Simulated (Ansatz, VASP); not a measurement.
# Two plane-wave programs on AlGaN2

```
Al Ga N
1.0
     3.12552    0.00000    0.00000
     0.00000    3.12552    0.00000
     0.00000    0.00000    4.39982
Al Ga N
1 1 2
Cartesian
  1.5628 1.5628 2.1999
  0.0000 0.0000 0.0000
  1.5628 0.0000 3.2563
  0.0000 1.5628 1.1435
```

Alike in both runs: functional LDA; k mesh 8 × 8 × 6; occupations gaussian, width 0.02 eV; no spin polarisation.

Ansatz relaxed the structure, and its values are those at the end. VASP's run is a single point on that final structure, the one shown.

```csv
,VASP,Ansatz
version,VASP 6.6.1,Ansatz 0.2.0
potentials or method,"VASP PAW LDA potentials, release 64 (Al, Ga_d, N)","scalar-relativistic, plane waves, PAW"
plane-wave cutoff (eV),520,420
valence electrons in the cell,26,26
```

Ansatz gave:

- gap on the k mesh at the Fermi level (eV): 2.98
- least direct gap on the mesh (eV): 2.98
- pressure (GPa): -2.0
- rms of the force components (eV/Å): 0.001

Question: Estimate VASP's values.

Answer: gap on the k mesh at the Fermi level (eV): 2.99; least direct gap on the mesh (eV): 2.99; pressure (GPa): -1.2; rms of the force components (eV/Å): 0.013.

A k mesh can miss the band edges. A hybrid or GW would open this gap; LDA tends to underestimate it.
